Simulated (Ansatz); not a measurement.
## NbP: relaxation of cell and atoms

Method: Ansatz 0.2.0, DFT, PBE, PAW with Ansatz's default frozen-core files, scalar-relativistic.

Command: `ansatz run input.yaml --threads 1 --pin off --max-ram 3072MiB --backend cpu --events-out ev --progress --plain --runs-dir out` The run took about 66 s on 1 thread of a shared machine.

```yaml
crystal:
  lattice:
    - [3.9951397895, 0.0, 0.0]
    - [-1.9975698948, 3.4598925494, 0.0]
    - [0.0, 0.0, 6.5120778569]
  atoms:
    - { symbol: Nb, position: [0.3333333333, 0.6666666667, 0.0] }
    - { symbol: Nb, position: [0.6666666667, 0.3333333333, 0.5] }
    - { symbol: P, position: [0.3333333333, 0.6666666667, 0.376] }
    - { symbol: P, position: [0.6666666667, 0.3333333333, 0.876] }
kpoints:
  mp_grid: { grid: [12, 12, 7] }
scf:
  occupations: { method: fermi_dirac, width: 0.03 }
hamiltonian:
  xc: pbe
  pseudopotentials: { kind: paw }
output:
  forces: true
  stress: true
relax:
  f_tol: 0.005
  max_steps: 80
  cell: {}
```

The cell is built from the wurtzite type as a first guess.

The cutoff is 420 eV; energies and pressures of the walk include the program's estimate of the Pulay term.

Each frame lists the cell vectors (Å), then Cartesian positions (Å) and forces (eV/Å). Free energies count from the first step, -10616.1383 eV.

The walk took 13 evaluations in all; steps that aren't listed are left out.

Step 1: E = 0.0 meV, P = -3.18 GPa

```
cell 3.9951 0.0000 0.0000 -1.9976 3.4599 0.0000 0.0000 0.0000 6.5121
Nb    0.0000    2.3066    0.0000     0.000   0.000   0.302
Nb    1.9976    1.1533    3.2560     0.000   0.000   0.302
P     0.0000    2.3066    2.4485     0.000   0.000  -0.302
P     1.9976    1.1533    5.7046     0.000   0.000  -0.302
```

Step 2: E = -37.8 meV, P = 0.83 GPa

```
cell 3.9396 0.0000 0.0000 -1.9698 3.4118 0.0000 0.0000 0.0000 6.4442
Nb    0.0000    2.2745    0.0148     0.000   0.000   0.067
Nb    1.9698    1.1373    3.2369     0.000   0.000   0.067
P     0.0000    2.2745    2.4082     0.000   0.000  -0.067
P     1.9698    1.1373    5.6303     0.000   0.000  -0.067
```

Step 3: E = -75.5 meV, P = 0.41 GPa

```
cell 3.9048 0.0000 0.0000 -1.9524 3.3817 0.0000 0.0000 0.0000 6.5724
Nb    0.0000    2.2545    0.0403     0.000   0.000   0.166
Nb    1.9524    1.1272    3.3265     0.000   0.000   0.166
P     0.0000    2.2545    2.4309     0.000   0.000  -0.166
P     1.9524    1.1272    5.7171     0.000   0.000  -0.166
```

Step 4: E = -285.8 meV, P = 0.25 GPa

```
cell 3.7815 0.0000 0.0000 -1.8907 3.2748 0.0000 0.0000 0.0000 6.8897
Nb    0.0000    2.1832    0.1108     0.000   0.000  -0.048
Nb    1.8907    1.0916    3.5557     0.000   0.000  -0.048
P     0.0000    2.1832    2.4797     0.000   0.000   0.048
P     1.8907    1.0916    5.9246     0.000   0.000   0.048
```

Step 5: E = -496.2 meV, P = -0.08 GPa

```
cell 3.6491 0.0000 0.0000 -1.8245 3.1602 0.0000 0.0000 0.0000 7.2013
Nb    0.0000    2.1068    0.1660     0.000   0.000  -0.113
Nb    1.8245    1.0534    3.7667     0.000   0.000  -0.113
P     0.0000    2.1068    2.5416     0.000   0.000   0.113
P     1.8245    1.0534    6.1423     0.000   0.000   0.113
```

Step 6: E = -616.2 meV, P = -0.54 GPa

```
cell 3.5105 0.0000 0.0000 -1.7553 3.0402 0.0000 0.0000 0.0000 7.5213
Nb    0.0000    2.0268    0.2209     0.000   0.000  -0.349
Nb    1.7553    1.0134    3.9815     0.000   0.000  -0.349
P     0.0000    2.0268    2.6071     0.000   0.000   0.349
P     1.7553    1.0134    6.3677     0.000   0.000   0.349
```

Step 7: E = -623.7 meV, P = 0.08 GPa

```
cell 3.4662 0.0000 0.0000 -1.7331 3.0019 0.0000 0.0000 0.0000 7.6321
Nb    0.0000    2.0012    0.2137     0.000   0.000   0.450
Nb    1.7331    1.0006    4.0298     0.000   0.000   0.450
P     0.0000    2.0012    2.6560     0.000   0.000  -0.450
P     1.7331    1.0006    6.4720     0.000   0.000  -0.450
```

Step 8: E = -636.0 meV, P = -0.03 GPa

```
cell 3.4401 0.0000 0.0000 -1.7201 2.9792 0.0000 0.0000 0.0000 7.6723
Nb    0.0000    1.9861    0.2348     0.000   0.000  -0.032
Nb    1.7201    0.9931    4.0709     0.000   0.000  -0.032
P     0.0000    1.9861    2.6500     0.000   0.000   0.032
P     1.7201    0.9931    6.4862     0.000   0.000   0.032
```

Step 9: E = -636.4 meV, P = -0.01 GPa

```
cell 3.4498 0.0000 0.0000 -1.7249 2.9876 0.0000 0.0000 0.0000 7.6503
Nb    0.0000    1.9917    0.2308     0.000   0.000   0.001
Nb    1.7249    0.9959    4.0559     0.000   0.000   0.001
P     0.0000    1.9917    2.6457     0.000   0.000  -0.001
P     1.7249    0.9959    6.4709     0.000   0.000  -0.001
```

Step 10: E = -646.2 meV, P = 0.16 GPa (the cell of the step before, solved again on a basis chosen afresh, hence the jump)

```
cell 3.4498 0.0000 0.0000 -1.7249 2.9876 0.0000 0.0000 0.0000 7.6503
Nb    0.0000    1.9917    0.2308     0.000   0.000   0.012
Nb    1.7249    0.9959    4.0559     0.000   0.000   0.012
P     0.0000    1.9917    2.6457     0.000   0.000  -0.012
P     1.7249    0.9959    6.4709     0.000   0.000  -0.012
```

Step 11: E = -646.5 meV, P = -0.19 GPa

```
cell 3.4443 0.0000 0.0000 -1.7222 2.9829 0.0000 0.0000 0.0000 7.6785
Nb    0.0000    1.9886    0.2333     0.000   0.000   0.021
Nb    1.7222    0.9943    4.0725     0.000   0.000   0.021
P     0.0000    1.9886    2.6539     0.000   0.000  -0.021
P     1.7222    0.9943    6.4932     0.000   0.000  -0.021
```

(1) How does the relaxation end?

Answers

(1) It converges, with a = 3.442 Å, b = 3.442 Å, c = 7.675 Å, α = 90.00°, β = 90.00°, γ = 120.00° (conventional cell, space group P6_3mc). The last solve (on a basis chosen afresh for the final cell, so its energy is not quite comparable) gives E = -646.6 meV, P = 0.00 GPa:
```
cell 3.4419 0.0000 0.0000 -1.7210 2.9808 0.0000 0.0000 0.0000 7.6750
Nb    0.0000    1.9872    0.2341     0.000   0.000   0.001
Nb    1.7210    0.9936    4.0716     0.000   0.000   0.001
P     0.0000    1.9872    2.6518     0.000   0.000  -0.001
P     1.7210    0.9936    6.4893     0.000   0.000  -0.001
```
